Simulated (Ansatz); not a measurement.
**Se (fcc type): how the settings move a single-point run**

Aim: see which settings change the result for Se (fcc type), by how much, and at what cost.

Method: reference: DFT, PBE, all-electron LAPW, scalar-relativistic, in Ansatz 0.2.0.

1 further run of the same task is left out (it didn't finish).

### Step 1. The structure to begin with

Symmetry: Fm-3m, No. 225, cubic system. The conventional cell has a = 3.322 Å, b = 3.322 Å, c = 3.322 Å, α = 90.00°, β = 90.00°, γ = 90.00°. Se (site symmetry m-3m) is surrounded by 12 Se at 2.35 Å.

As a file:

```
Se
1.0
     0.00000    1.66109    1.66109
     1.66109    0.00000    1.66109
     1.66109    1.66109    0.00000
Se
1
Cartesian
  0.0000 0.0000 0.0000
```

### Step 2. Baseline

File input.yaml:

```yaml
crystal:
  lattice:
    - [0.0, 1.6610881089, 1.6610881089]
    - [1.6610881089, 0.0, 1.6610881089]
    - [1.6610881089, 1.6610881089, 0.0]
  atoms:
    - { symbol: Se, position: [0.0, 0.0, 0.0] }
kpoints:
  mp_grid: { grid: [15, 15, 15] }
  band_path:
    path:
      - [0.0, 0.0, 0.0]
      - [0.5, 0.0, 0.5]
      - [0.625, 0.25, 0.625]
      - [0.375, 0.375, 0.75]
      - [0.0, 0.0, 0.0]
      - [0.5, 0.5, 0.5]
      - [0.5, 0.25, 0.75]
      - [0.5, 0.0, 0.5]
    npoints: 8
scf:
  occupations: { method: fermi_dirac, width: 0.05 }
hamiltonian:
  xc: pbe
  pseudopotentials: { kind: all_electron, lapw: { basis_error: 0.001 } }
output:
  forces: true
  stress: true
  eigenvalues: true
  populations: true
  dos: { projected: true, de: 0.2, e_range: [-14, 8] }
```

On the command line:

```
$ ansatz run input.yaml --threads 1 --pin off --max-ram 2048MiB --backend cpu --events-out ev --progress --plain --runs-dir out
```

### Step 3. Changing settings: scf.algorithm density_mixing

Edit input.yaml of step 2 so:

```diff
@@ -22,2 +22,3 @@
   occupations: { method: fermi_dirac, width: 0.05 }
+  algorithm: density_mixing
 hamiltonian:
@@ -30,2 +31 @@
   populations: true
-  dos: { projected: true, de: 0.2, e_range: [-14, 8] }
```

What does the calculation give? Wanted: for each run, ending; energy change; pressure; gap; force.

The runs gave:

```tsv
run	ending	energy change	pressure (GPa)	gap (eV)	force (eV/Å)	cycles	time
reference	converged	0	324.8	0.00	0.00	5	9.4 s
1: scf.algorithm density_mixing	converged	0.0 meV/atom	324.8	0.00	0.00	5	9.2 s
```

Times don't compare one to one where runs were asked for different outputs or read a saved state (see the inputs); cycles may leave out searches for a lower state.

Residual by cycle in the longest SCF loop of each run; runs are numbered as in the table. The quantity is the density residual dr2, in eV.

```tsv
cycle	reference	run 1
1	0.0079	0.0079
2	0.00206	0.00206
3	3.3e-6	3.3e-6
4	8.2e-7	8.2e-7
5	3.2e-8	3.2e-8
```

Energy and cycle count are those of the reference, so the change (solver) left the result and the number of cycles as they were. Semilocal functionals close small gaps, so the missing gap need not be the real solid's. The structure is not at rest: the sound run finds 325 GPa, so these are no properties of the relaxed crystal. 
